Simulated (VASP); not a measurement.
The system is Sn.

```
Sn
1.0
    -2.94014    2.94014    1.59930
     2.94014   -2.94014    1.59930
     2.94014    2.94014   -1.59930
Sn
2
Direct
  0.00000 0.00000 0.00000
  0.75000 0.25000 0.50000
```

- Program: VASP 6.6.1
- Task: single point
- Functional: PBEsol
- Potentials or basis: VASP PAW PBE potentials, release 64 (Sn_d)
- Cutoff: 520 eV
- k mesh: 9 × 9 × 9
- Occupations: fermi-dirac, width 0.05 eV
- Spin: no spin polarisation

On this cell: pressure -1.5 GPa; largest force under 0.003 eV/Å; band gap on the k mesh none (metal or under the smearing width).

The same run follows on a disturbed copy (atoms moved at random, drawn with an rms of 0.05 Å):

```
Sn
1.0
    -2.94014    2.94014    1.59930
     2.94014   -2.94014    1.59930
     2.94014    2.94014   -1.59930
Sn
2
Direct
  0.00707 0.99527 0.98770
  0.74919 0.24451 0.49911
```

Q: What does the disturbed cell give?

A: The energy (extrapolated to zero smearing) moves by +2.5 meV/atom; pressure -1.5 GPa; largest force 0.178 eV/Å; band gap on the k mesh none (metal or under the smearing width).

Forces in eV/Å, atoms in the order of the input:
```
Sn   0.172  0.044 -0.006
Sn  -0.172 -0.044  0.006
```

Stress tensor (GPa, compression positive):
```
-1.44 -0.02  0.29
-0.02 -1.16 -0.07
 0.29 -0.07 -1.81
```

Caveats: the PAW data sets were made with another functional, which shifts forces and pressure a little.
